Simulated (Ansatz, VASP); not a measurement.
**Two plane-wave programs on Sn**

Contents of POSCAR:

```
Sn
1.0
    0.0000000000      3.2456000000      3.2456000000
    3.2456000000      0.0000000000      3.2456000000
    3.2456000000      3.2456000000      0.0000000000
Sn
2
Direct
    0.5000000000      0.5000000000      0.5000000000
    0.7500000000      0.7500000000      0.7500000000
```

The input INCAR.step1:

```
SYSTEM = Sn
ALGO     = Normal         ! electronic algorithm
EDIFF    = 1E-4           ! SCF threshold, eV
ENCUT    = 520            ! plane-wave cutoff, eV
GGA      = PE             ! functional
ISMEAR   = 0              ! smearing method
LASPH    = .TRUE.         ! aspherical terms in the spheres
LCHARG   = .FALSE.        ! write CHGCAR
LREAL    = .FALSE.        ! projectors in reciprocal space
LWAVE    = .TRUE.         ! write WAVECAR
NBANDS   = 21             ! bands
NELM     = 100            ! most SCF steps
PREC     = Accurate       ! precision mode
SIGMA    = 0.1            ! smearing width, eV
```

File INCAR.step2:

```
SYSTEM = Sn
ALGO     = Normal         ! electronic algorithm
EDIFF    = 1E-6           ! SCF threshold, eV
ENCUT    = 520            ! plane-wave cutoff, eV
ISIF     = 2              ! what is computed and relaxed
ISMEAR   = 0              ! smearing method
ISTART   = 1            
LASPH    = .TRUE.         ! aspherical terms in the spheres
LCHARG   = .TRUE.         ! write CHGCAR
LELF     = .TRUE.         ! ELF
LMIXTAU  = .TRUE.       
LREAL    = .FALSE.        ! projectors in reciprocal space
LVHAR    = .TRUE.       
LWAVE    = .FALSE.        ! write WAVECAR
METAGGA  = R2SCAN         ! meta-GGA
NBANDS   = 21             ! bands
NELM     = 100            ! most SCF steps
PREC     = Accurate       ! precision mode
SIGMA    = 0.1            ! smearing width, eV
```

The input KPOINTS:

```
k-points
0
G
  6 6 6
  0 0 0
```

Input for Ansatz:

```yaml
crystal:
  lattice:
    - [0.0, 3.2456, 3.2456]
    - [3.2456, 0.0, 3.2456]
    - [3.2456, 3.2456, 0.0]
  atoms:
    - { symbol: Sn, position: [0.5, 0.5, 0.5] }
    - { symbol: Sn, position: [0.75, 0.75, 0.75] }
basis:
  ecutwfc: 500
kpoints:
  mp_grid: { grid: [6, 6, 6] }
hamiltonian:
  xc: r2scan
scf:
  occupations: { method: gaussian, width: 0.1 }
output:
  forces: true
  stress: true
  eigenvalues: true
```

This isn't the form of Sn at room conditions, which is tetragonal (white tin).

Alike in both runs: task single point; functional r2SCAN; k mesh 6 × 6 × 6; occupations gaussian, width 0.1 eV; no spin polarisation.

|  | VASP | Ansatz |
| --- | --- | --- |
| version | VASP 6.6.1 | Ansatz 0.2.0 |
| potentials or method | VASP PAW PBE potentials, release 64 (Sn_d) | scalar-relativistic, plane waves, PAW |
| plane-wave cutoff (eV) | 520 | 500 |
| valence electrons in the cell | 28 | 28 |

VASP gave:

| Quantity | Value |
| --- | --- |
| gap on the k mesh at the Fermi level (eV) | none |
| pressure (GPa) | 1.6 |

Estimate Ansatz's values.

gap on the k mesh at the Fermi level (eV): none; pressure (GPa): 1.7.

A gap of «none» marks a metal or a gap that the smearing closes.

Caveats: the PAW data sets were made with another functional, which shifts forces and pressure a little (VASP).
